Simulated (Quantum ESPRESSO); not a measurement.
# TaN under changes of volume

One of the cells (10.813 Å³/atom); the others are scaled copies at fixed shape and fractional positions:

```
CELL_PARAMETERS angstrom
0.00000 2.21132 2.21132
2.21132 0.00000 2.21132
2.21132 2.21132 0.00000
ATOMIC_POSITIONS crystal
Ta 0.50000 0.50000 0.50000
N 0.00000 0.00000 0.00000
```

The cell comes from a database or a generator and needn't be the stable form of this composition.

```yaml
Program: Quantum ESPRESSO 7.5
Functional: PBEsol
Potentials_or_basis: PseudoDojo 0.4.1 SR PBEsol standard
Cutoff: 1143 eV
Density_cutoff: 4572 eV
k_mesh: 10 × 10 × 10
Occupations: fermi-dirac, width 0.05 eV
Spin: no spin polarisation
```

```tsv
volume (Å³/atom)	energy over the lowest point (meV/atom)	pressure (GPa)
10.164	8.75	10.6
10.381	0.00	2.5
10.597	?	?
10.813	12.37	-11.2
11.030	31.43	-16.9
11.246	57.85	-22.1
11.462	90.87	-26.7
```

Task: What does the run at 10.597 Å³/atom give?

Result: Energy over the lowest point 1.57 meV/atom; pressure -4.7 GPa.

Worked out: A Birch-Murnaghan fit of order 3 (a polynomial in V^(-2/3)) to the other rows has its minimum at 10.45 Å³/atom with B0 = V·E''(V) = 354 GPa and B' = 4.3. It gives 1.59 meV/atom at 10.597 Å³/atom, against the run's 1.57, and -dE/dV = -4.7 GPa, against -4.7.

Energies are extrapolated to zero smearing.
